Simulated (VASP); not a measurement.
# SnI2 (Fm-3m): band edges, masses and strain, part 2 of 3

Wanted: where the band edges of SnI2 lie, how heavy the carriers are and how strain moves the gap. The cell is generated by rule, not measured, and may not be a known phase.

VASP 6.6.1, plane waves and PAW; the level of theory is named at each step.

So far, least gap on mesh and path (eV): step 3 (bands on a dense mesh, PBEsol) 1.24; step 5 (bands with spin-orbit coupling, PBEsol, spin-orbit coupling) 1.18.

The structure was built from a prototype and need not be the compound's stable phase.

## (8) Bands on the mesh of the strain series

The unstrained gap is taken on the mesh of the strained cells, so that mesh errors cancel.

The input, INCAR:

```
SYSTEM = SnI2
PREC = Accurate
ENCUT = 400
EDIFF = 1E-06
NELM = 100
ISMEAR = 0
SIGMA = 0.02
LREAL = .FALSE.
ALGO = Normal
GGA = PS
NBANDS = 27
LORBIT = 11
LWAVE = .FALSE.
LCHARG = .FALSE.
KPAR = 4
ISIF = 2
```

The input, POSCAR:

```
SnI2
1.0
    0.0000000000      3.7828000000      3.7828000000
    3.7828000000      0.0000000000      3.7828000000
    3.7828000000      3.7828000000      0.0000000000
Sn I
1 2
Direct
    0.0000000000      0.0000000000      0.0000000000
    0.2500000000      0.2500000000      0.2500000000
    0.7500000000      0.7500000000      0.7500000000
```

The input, KPOINTS:

```
Automatic mesh
0
Gamma
6 6 6
0 0 0
```

The input, KPOINTS_OPT:

```
Line mode
16
Line-mode
Reciprocal
  0.00000000   0.00000000   0.00000000 GAMMA
  0.50000000   0.00000000   0.50000000 X

  0.50000000   0.00000000   0.50000000 X
  0.50000000   0.25000000   0.75000000 W

  0.50000000   0.25000000   0.75000000 W
  0.37500000   0.37500000   0.75000000 K

  0.37500000   0.37500000   0.75000000 K
  0.00000000   0.00000000   0.00000000 GAMMA

  0.00000000   0.00000000   0.00000000 GAMMA
  0.50000000   0.50000000   0.50000000 L

  0.50000000   0.50000000   0.50000000 L
  0.62500000   0.25000000   0.62500000 U

  0.62500000   0.25000000   0.62500000 U
  0.50000000   0.25000000   0.75000000 W

  0.50000000   0.25000000   0.75000000 W
  0.50000000   0.50000000   0.50000000 L

  0.50000000   0.50000000   0.50000000 L
  0.37500000   0.37500000   0.75000000 K

  0.62500000   0.25000000   0.62500000 U
  0.50000000   0.00000000   0.50000000 X
```

Potentials, in the order of the species: Sn_d and I (PBE family, release 64).

Command:

```console
mpirun -np 4 vasp_std
```

Elapsed: 39 s, on 4 MPI ranks of AMD EPYC 9R45, shared host; peak memory 0.87 GiB.

This step gave:

```
SCF cycles                        : 12
bands                             : 27
irreducible k-points              : 16
free energy (TOTEN)               : -8.845 eV
Fermi energy                      : 4.476 eV
pressure                          : 1.643 GPa
least gap on mesh and path        : 1.239 eV
least direct gap on mesh and path : 1.767 eV
valence top at k                  : 0.5, 0, 0.5
conduction bottom at k            : 0.2, 0, 0.2
least direct gap at k             : 0.5, 0, 0.5
```

The electronic bands at the labelled points (eV, zero at the valence-band top; v1 is the highest filled band, c1 the lowest empty one):

```tsv
point	v4	v3	v2	v1	c1	c2	c3	c4
Γ	-2.81	-1.60	-1.60	-1.60	1.57	1.57	1.57	5.23
0.47 of the way	-1.76	-1.53	-0.99	-0.99	1.24	2.66	2.66	5.68
X	-1.76	-0.42	-0.42	0.00	1.77	3.87	3.87	5.47
0.47 of the way	-1.52	-1.25	-0.37	-0.06	2.39	3.33	3.73	5.89
W	-2.70	-1.21	-0.26	-0.18	2.79	3.25	3.25	6.31
0.47 of the way	-2.08	-1.22	-0.49	-0.16	2.93	3.05	3.42	5.99
K	-1.51	-1.23	-0.93	-0.14	3.00	3.17	3.38	5.66
0.47 of the way	-2.69	-2.18	-0.79	-0.70	2.13	2.40	3.07	5.89
Γ	-2.81	-1.60	-1.60	-1.60	1.57	1.57	1.57	5.23
0.53 of the way	-2.90	-1.87	-1.87	-0.44	2.19	2.19	2.36	6.39
L	-2.77	-2.13	-2.13	-0.16	2.98	2.98	3.89	6.02
0.53 of the way	-2.35	-1.51	-0.95	-0.58	3.06	3.09	3.54	5.54
U	-1.51	-1.23	-0.93	-0.14	3.00	3.17	3.38	5.66
0.53 of the way	-2.08	-1.22	-0.49	-0.16	2.93	3.05	3.42	5.99
W	-2.70	-1.21	-0.26	-0.18	2.79	3.25	3.25	6.31
0.53 of the way	-2.79	-1.30	-1.00	-0.59	2.97	3.16	3.54	5.59
L	-2.77	-2.13	-2.13	-0.16	2.98	2.98	3.89	6.02
0.47 of the way	-2.46	-1.61	-1.12	-0.51	3.04	3.08	3.60	5.56
K	-1.51	-1.23	-0.93	-0.14	3.00	3.17	3.38	5.66
jump to U	-1.51	-1.23	-0.93	-0.14	3.00	3.17	3.38	5.66
0.47 of the way	-1.59	-0.86	-0.58	-0.04	2.26	3.54	3.72	5.71
X	-1.76	-0.42	-0.42	0.00	1.77	3.87	3.87	5.47
```

Of the projections kept (Sn, I), the largest for each band there; the rest of the weight can lie on other orbitals:

```tsv
point	v4	v3	v2	v1	c1	c2	c3	c4
Γ	I 0.97	I 0.75	I 0.75	I 0.75	Sn 0.53	Sn 0.53	Sn 0.53	I 0.72
X	I 0.59	I 0.98	I 0.98	I 1.00	Sn 0.78	Sn 0.70	Sn 0.70	I 0.69
W	I 0.83	I 0.63	I 0.98	I 1.00	Sn 0.79	Sn 0.65	Sn 0.65	I 0.64
K	I 0.84	I 0.63	I 0.98	I 0.99	Sn 0.59	Sn 0.74	Sn 0.70	I 0.73
Γ	I 0.97	I 0.75	I 0.75	I 0.75	Sn 0.53	Sn 0.53	Sn 0.53	I 0.72
L	I 0.87	I 0.97	I 0.97	I 0.74	Sn 0.62	Sn 0.62	Sn 0.67	I 0.88
```

The value for the least gap on mesh and path stays at 1.24 eV, as in step 3 (changed since: k-mesh 6×6×6 and points per path segment 16).

## (9) Strained cell, atoms relaxed, strain hydrostatic -0.5 %

Strain can move atoms inside the cell where symmetry leaves them free, so a relaxation comes before the gap is read.

INCAR: that of step 8 with these lines changed.

```diff
@@ -10,3 +10,3 @@
 GGA = PS
-NBANDS = 27
+NBANDS = 20
 LORBIT = 11
@@ -15,2 +15,5 @@
 KPAR = 4
+IBRION = 2
+NSW = 30
 ISIF = 2
+EDIFFG = -0.003
```

The input, POSCAR:

```
SnI2
1.0
    0.0000000000      3.7638860000      3.7638860000
    3.7638860000      0.0000000000      3.7638860000
    3.7638860000      3.7638860000      0.0000000000
Sn I
1 2
Direct
    0.0000000000      0.0000000000      0.0000000000
    0.2500000000      0.2500000000      0.2500000000
    0.7500000000      0.7500000000      0.7500000000
```

KPOINTS is that of step 8.

Command:

```console
mpirun -np 4 vasp_std
```

Wall time 6 s (4 MPI ranks); peak memory 0.76 GiB; 22 s of CPU time.

The forces vanish from the start, and no atom moves.

Numbers from this step:

* SCF cycles: 13
* bands: 20
* free energy (TOTEN): -8.825 eV
* Fermi energy: 4.616 eV
* pressure: 2.242 GPa
* valence top at k: 0.5, 0.5, 0
* conduction bottom at k: 0.1667, 0.1667, 0
* least direct gap at k: 0.5, 0.5, 0
* least direct gap on the k-mesh: 1.786 eV

## (10) Bands of the strained cell, strain hydrostatic -0.5 %

The gap is read at the strained, relaxed geometry.

INCAR: that of step 9 with these lines changed.

```diff
@@ -10,3 +10,3 @@
 GGA = PS
-NBANDS = 20
+NBANDS = 27
 LORBIT = 11
@@ -15,5 +15,2 @@
 KPAR = 4
-IBRION = 2
-NSW = 30
 ISIF = 2
-EDIFFG = -0.003
```

POSCAR is that of step 9.

KPOINTS is that of step 9.

KPOINTS_OPT is that of step 8.

Command:

```console
mpirun -np 4 vasp_std
```

Wall time 40 s (4 MPI ranks); peak memory 0.87 GiB.

Numbers from this step:

```yaml
bands: 27
fermi_energy: 4.661 eV
pressure: 2.245 GPa
least_gap_on_mesh_and_path: 1.213 eV
least_direct_gap_on_mesh_and_path: 1.786 eV
valence_top_at_k: 0.5, 0, 0.5
conduction_bottom_at_k: 0.2, 0, 0.2
least_direct_gap_at_k: 0.5, 0, 0.5
```

Electronic bands along the path, in eV, zero at the valence-band top; v1 is the highest filled band, c1 the lowest empty one:

```tsv
point	v4	v3	v2	v1	c1	c2	c3	c4
Γ	-2.88	-1.64	-1.64	-1.64	1.54	1.54	1.54	5.19
0.53 of the way	-1.58	-1.52	-0.91	-0.91	1.27	2.92	2.92	5.77
X	-1.79	-0.43	-0.43	0.00	1.79	3.90	3.90	5.46
0.47 of the way	-1.54	-1.28	-0.38	-0.06	2.42	3.33	3.77	5.90
W	-2.76	-1.22	-0.26	-0.19	2.77	3.28	3.28	6.33
0.53 of the way	-2.03	-1.23	-0.56	-0.16	2.95	3.07	3.46	5.92
K	-1.54	-1.24	-0.96	-0.15	3.04	3.18	3.40	5.65
0.47 of the way	-2.76	-2.24	-0.81	-0.71	2.11	2.41	3.09	5.86
Γ	-2.88	-1.64	-1.64	-1.64	1.54	1.54	1.54	5.19
0.47 of the way	-2.96	-1.87	-1.87	-0.55	2.03	2.03	2.11	6.15
L	-2.83	-2.19	-2.19	-0.14	2.99	2.99	3.95	5.98
0.47 of the way	-2.51	-1.65	-1.14	-0.50	3.05	3.10	3.65	5.53
U	-1.54	-1.24	-0.96	-0.15	3.04	3.18	3.40	5.65
0.47 of the way	-2.03	-1.23	-0.56	-0.16	2.95	3.07	3.46	5.92
W	-2.76	-1.22	-0.26	-0.19	2.77	3.28	3.28	6.33
0.53 of the way	-2.85	-1.34	-1.03	-0.59	2.97	3.19	3.58	5.56
L	-2.83	-2.19	-2.19	-0.14	2.99	2.99	3.95	5.98
0.47 of the way	-2.51	-1.65	-1.14	-0.50	3.05	3.10	3.65	5.53
K	-1.54	-1.24	-0.96	-0.15	3.04	3.18	3.40	5.65
jump to U	-1.54	-1.24	-0.96	-0.15	3.04	3.18	3.40	5.65
0.47 of the way	-1.61	-0.88	-0.60	-0.04	2.29	3.56	3.74	5.72
X	-1.79	-0.43	-0.43	0.00	1.79	3.90	3.90	5.46
```

Of the projections kept (Sn, I), the largest for each band there; the rest of the weight can lie on other orbitals:

```tsv
point	v4	v3	v2	v1	c1	c2	c3	c4
Γ	I 0.97	I 0.75	I 0.75	I 0.75	Sn 0.52	Sn 0.52	Sn 0.52	I 0.72
X	I 0.59	I 0.98	I 0.98	I 1.00	Sn 0.78	Sn 0.69	Sn 0.69	I 0.69
W	I 0.83	I 0.62	I 0.98	I 1.00	Sn 0.79	Sn 0.65	Sn 0.65	I 0.63
K	I 0.84	I 0.63	I 0.98	I 0.99	Sn 0.59	Sn 0.74	Sn 0.70	I 0.72
Γ	I 0.97	I 0.75	I 0.75	I 0.75	Sn 0.52	Sn 0.52	Sn 0.52	I 0.72
L	I 0.87	I 0.97	I 0.97	I 0.73	Sn 0.61	Sn 0.61	Sn 0.67	I 0.89
```

Between step 8 and this run (strain hydrostatic -0.5 %) the value for the least gap on mesh and path moves from 1.24 eV to 1.21 eV.

## (11) Strained cell, atoms relaxed, strain hydrostatic 0.5 %

INCAR: that of step 10 with these lines changed.

```diff
@@ -10,3 +10,3 @@
 GGA = PS
-NBANDS = 27
+NBANDS = 20
 LORBIT = 11
@@ -15,2 +15,5 @@
 KPAR = 4
+IBRION = 2
+NSW = 30
 ISIF = 2
+EDIFFG = -0.003
```

The input, POSCAR:

```
SnI2
1.0
    0.0000000000      3.8017140000      3.8017140000
    3.8017140000      0.0000000000      3.8017140000
    3.8017140000      3.8017140000      0.0000000000
Sn I
1 2
Direct
    0.0000000000      0.0000000000      0.0000000000
    0.2500000000      0.2500000000      0.2500000000
    0.7500000000      0.7500000000      0.7500000000
```

KPOINTS is that of step 10.

Command:

```console
mpirun -np 4 vasp_std
```

Elapsed: 5.8 s, on 4 MPI ranks; peak memory 0.77 GiB.

The forces vanish from the start, and no atom moves.

## (12) Bands of the strained cell, strain hydrostatic 0.5 %

INCAR: that of step 11 with these lines changed.

```diff
@@ -10,3 +10,3 @@
 GGA = PS
-NBANDS = 20
+NBANDS = 27
 LORBIT = 11
@@ -15,5 +15,2 @@
 KPAR = 4
-IBRION = 2
-NSW = 30
 ISIF = 2
-EDIFFG = -0.003
```

POSCAR is that of step 11.

KPOINTS is that of step 11.

KPOINTS_OPT is that of step 10.

Command:

```console
mpirun -np 4 vasp_std
```

It took 40 s on 4 MPI ranks; peak memory 0.88 GiB.

Electronic bands along the path, in eV, zero at the valence-band top; v1 is the highest filled band, c1 the lowest empty one:

```tsv
point	v4	v3	v2	v1	c1	c2	c3	c4
Γ	-2.75	-1.56	-1.56	-1.56	1.59	1.59	1.59	5.28
0.53 of the way	-1.54	-1.45	-0.86	-0.86	1.30	2.90	2.90	5.85
X	-1.74	-0.41	-0.41	0.00	1.75	3.83	3.83	5.48
0.47 of the way	-1.50	-1.22	-0.36	-0.06	2.36	3.32	3.70	5.88
W	-2.64	-1.21	-0.25	-0.18	2.81	3.21	3.21	6.29
0.53 of the way	-1.94	-1.22	-0.53	-0.15	2.97	2.99	3.40	5.92
K	-1.48	-1.22	-0.90	-0.14	2.96	3.17	3.36	5.66
0.53 of the way	-2.43	-2.27	-0.88	-0.73	2.01	2.16	2.79	6.03
Γ	-2.75	-1.56	-1.56	-1.56	1.59	1.59	1.59	5.28
0.47 of the way	-2.82	-1.77	-1.77	-0.54	2.06	2.06	2.12	6.19
L	-2.72	-2.08	-2.08	-0.18	2.96	2.96	3.82	6.05
0.53 of the way	-2.30	-1.47	-0.93	-0.59	3.05	3.07	3.49	5.56
U	-1.48	-1.22	-0.90	-0.14	2.96	3.17	3.36	5.66
0.47 of the way	-1.94	-1.22	-0.53	-0.15	2.97	2.99	3.40	5.92
W	-2.64	-1.21	-0.25	-0.18	2.81	3.21	3.21	6.29
0.47 of the way	-2.71	-1.12	-0.80	-0.67	2.95	3.16	3.43	5.64
L	-2.72	-2.08	-2.08	-0.18	2.96	2.96	3.82	6.05
0.47 of the way	-2.40	-1.56	-1.09	-0.51	3.02	3.06	3.55	5.58
K	-1.48	-1.22	-0.90	-0.14	2.96	3.17	3.36	5.66
jump to U	-1.48	-1.22	-0.90	-0.14	2.96	3.17	3.36	5.66
0.47 of the way	-1.57	-0.84	-0.57	-0.04	2.23	3.52	3.69	5.71
X	-1.74	-0.41	-0.41	0.00	1.75	3.83	3.83	5.48
```

Of the projections kept (Sn, I), the largest for each band there; the rest of the weight can lie on other orbitals:

```tsv
point	v4	v3	v2	v1	c1	c2	c3	c4
Γ	I 0.97	I 0.75	I 0.75	I 0.75	Sn 0.54	Sn 0.54	Sn 0.54	I 0.72
X	I 0.60	I 0.98	I 0.98	I 1.00	Sn 0.79	Sn 0.70	Sn 0.70	I 0.69
W	I 0.83	I 0.63	I 0.98	I 1.00	Sn 0.79	Sn 0.65	Sn 0.65	I 0.64
K	I 0.84	I 0.64	I 0.98	I 0.99	Sn 0.59	Sn 0.74	Sn 0.70	I 0.73
Γ	I 0.97	I 0.75	I 0.75	I 0.75	Sn 0.54	Sn 0.54	Sn 0.54	I 0.72
L	I 0.87	I 0.97	I 0.97	I 0.74	Sn 0.62	Sn 0.62	Sn 0.67	I 0.87
```

The path shows an indirect gap of 1.26 eV (valence top at X, conduction bottom between Γ and X). The least direct gap is 1.75 eV.

## (13) Strained cell, atoms relaxed, strain along x -0.5 %

INCAR: that of step 12 with these lines changed.

```diff
@@ -10,3 +10,3 @@
 GGA = PS
-NBANDS = 27
+NBANDS = 20
 LORBIT = 11
@@ -15,2 +15,5 @@
 KPAR = 4
+IBRION = 2
+NSW = 30
 ISIF = 2
+EDIFFG = -0.003
```

The input, POSCAR:

```
SnI2
1.0
    0.0000000000      3.7828000000      3.7828000000
    3.7638860000      0.0000000000      3.7828000000
    3.7638860000      3.7828000000      0.0000000000
Sn I
1 2
Direct
    0.0000000000      0.0000000000      0.0000000000
    0.2500000000      0.2500000000      0.2500000000
    0.7500000000      0.7500000000      0.7500000000
```

KPOINTS is that of step 12.

Command:

```console
mpirun -np 4 vasp_std
```

It took 9.4 s on 4 MPI ranks; peak memory 0.83 GiB; 35 s of CPU time.

The run keeps the 16 symmetry operations of its start, so it cannot find a distortion of lower symmetry.

The forces vanish from the start, and no atom moves.

## (14) Bands of the strained cell, strain along x -0.5 %

INCAR: that of step 13 with these lines changed.

```diff
@@ -10,3 +10,3 @@
 GGA = PS
-NBANDS = 20
+NBANDS = 27
 LORBIT = 11
@@ -15,5 +15,2 @@
 KPAR = 4
-IBRION = 2
-NSW = 30
 ISIF = 2
-EDIFFG = -0.003
```

POSCAR is that of step 13.

KPOINTS is that of step 13.

The input, KPOINTS_OPT:

```
Line mode
16
Line-mode
Reciprocal
  0.00000000   0.00000000   0.00000000 GAMMA
  0.50000000   0.00000000   0.50000000 X

  0.50000000   0.00000000   0.50000000 X
  0.75251888   0.25251888   0.50000000 Y

  0.75251888   0.25251888   0.50000000 Y
  0.75251888   0.37625944   0.37625944 S

  0.75251888   0.37625944   0.37625944 S
  0.00000000   0.00000000   0.00000000 GAMMA

  0.00000000   0.00000000   0.00000000 GAMMA
  0.00000000  -0.50000000  -0.50000000 Z

  0.00000000  -0.50000000  -0.50000000 Z
  0.24748112  -0.37625944  -0.37625944 S1

  0.24748112  -0.37625944  -0.37625944 S1
  0.50000000   0.00000000   0.00000000 N

  0.50000000   0.00000000   0.00000000 N
  0.50000000  -0.25000000   0.25000000 P

  0.50000000  -0.25000000   0.25000000 P
  0.24748112  -0.50000000  -0.25251888 Y1

  0.24748112  -0.50000000  -0.25251888 Y1
  0.00000000  -0.50000000  -0.50000000 Z

  0.50000000   0.00000000   0.50000000 X
  0.50000000  -0.25000000   0.25000000 P
```

Command:

```console
mpirun -np 4 vasp_std
```

Run time: 49 s. Hardware: 4 MPI ranks; peak memory 1 GiB.

The run ends at a pressure of 1.84 GPa.

## (15) Strained cell, atoms relaxed, strain along x 0.5 %

INCAR: that of step 14 with these lines changed.

```diff
@@ -10,3 +10,3 @@
 GGA = PS
-NBANDS = 27
+NBANDS = 20
 LORBIT = 11
@@ -15,2 +15,5 @@
 KPAR = 4
+IBRION = 2
+NSW = 30
 ISIF = 2
+EDIFFG = -0.003
```

The input, POSCAR:

```
SnI2
1.0
    0.0000000000      3.7828000000      3.7828000000
    3.8017140000      0.0000000000      3.7828000000
    3.8017140000      3.7828000000      0.0000000000
Sn I
1 2
Direct
    0.0000000000      0.0000000000      0.0000000000
    0.2500000000      0.2500000000      0.2500000000
    0.7500000000      0.7500000000      0.7500000000
```

KPOINTS is that of step 14.

Command:

```console
mpirun -np 4 vasp_std
```

Elapsed: 9.6 s, on 4 MPI ranks; peak memory 0.84 GiB.

The forces vanish from the start, and no atom moves.

## (16) Bands of the strained cell, strain along x 0.5 %

INCAR: that of step 15 with these lines changed.

```diff
@@ -10,3 +10,3 @@
 GGA = PS
-NBANDS = 20
+NBANDS = 27
 LORBIT = 11
@@ -15,5 +15,2 @@
 KPAR = 4
-IBRION = 2
-NSW = 30
 ISIF = 2
-EDIFFG = -0.003
```

POSCAR is that of step 15.

KPOINTS is that of step 15.

The input, KPOINTS_OPT:

```
Line mode
16
Line-mode
Reciprocal
  0.00000000   0.00000000   0.00000000 GAMMA
 -0.50000000  -0.50000000   0.00000000 X

 -0.50000000  -0.50000000   0.00000000 X
 -0.74751863  -0.50000000  -0.24751863 Y

 -0.74751863  -0.50000000  -0.24751863 Y
 -0.74751863  -0.37375931  -0.37375931 S

 -0.74751863  -0.37375931  -0.37375931 S
  0.00000000   0.00000000   0.00000000 GAMMA

  0.00000000   0.00000000   0.00000000 GAMMA
  0.00000000   0.50000000   0.50000000 Z

  0.00000000   0.50000000   0.50000000 Z
 -0.25248137   0.37375931   0.37375931 S1

 -0.25248137   0.37375931   0.37375931 S1
 -0.50000000   0.00000000   0.00000000 N

 -0.50000000   0.00000000   0.00000000 N
 -0.50000000  -0.25000000   0.25000000 P

 -0.50000000  -0.25000000   0.25000000 P
 -0.25248137   0.24751863   0.50000000 Y1

 -0.25248137   0.24751863   0.50000000 Y1
  0.00000000   0.50000000   0.50000000 Z

 -0.50000000  -0.50000000   0.00000000 X
 -0.50000000  -0.25000000   0.25000000 P
```

Command:

```console
mpirun -np 4 vasp_std
```

Run time: 49 s. Hardware: 4 MPI ranks; peak memory 1 GiB.

The run ends at a pressure of 1.47 GPa.

## (17) Deformation of the gap

This step: gap under strain, PBEsol; plane waves and PAW; invented cell (VASP 6.6.1).

The slopes are differences of the gaps above.

No new run; the numbers come from the runs before.

Where slopes are missing, an edge lies between the mesh points, and the path need not meet all the copies that this strain parts, so a lower one can be missed; linear strain along the axis, or along all three, without spin-orbit coupling; gaps are the least on mesh and path; a direction without two finished runs is left out; the two slopes differ by curvature, or where strain splits an edge or moves it to another point. Gap under strain:

```tsv
strain	gap at -0.5 % (eV)	gap unstrained (eV)	gap at +0.5 % (eV)	slope under compression (eV per unit strain)	slope under tension (eV per unit strain)
hydrostatic	1.213	1.239	1.263	5.24	4.86
along x	1.195	1.239	1.23	-	-
```

[end of part 2 of 3]

[Lines on the potential files, build, host, timing and source positions are cut from VASP's logs without a mark.]

[Logs are printed without paths, hosts, clocks, repeated set-up lines and the standing remarks that a program may print on its own settings, such as how far it seeks lower states.]

[Hosts, paths, dates, database ids (printed as entryN), source tags and the programs' standing remarks are cut or masked in the printed files.]

[In band tables of VASP the shares of atoms and orbitals are scaled to a sum of 1 inside the atoms' spheres.]

[Gaps and slopes under strain along one axis are those of the sampled path and mesh points; where strain splits equal valleys, another of them can be the edge.]
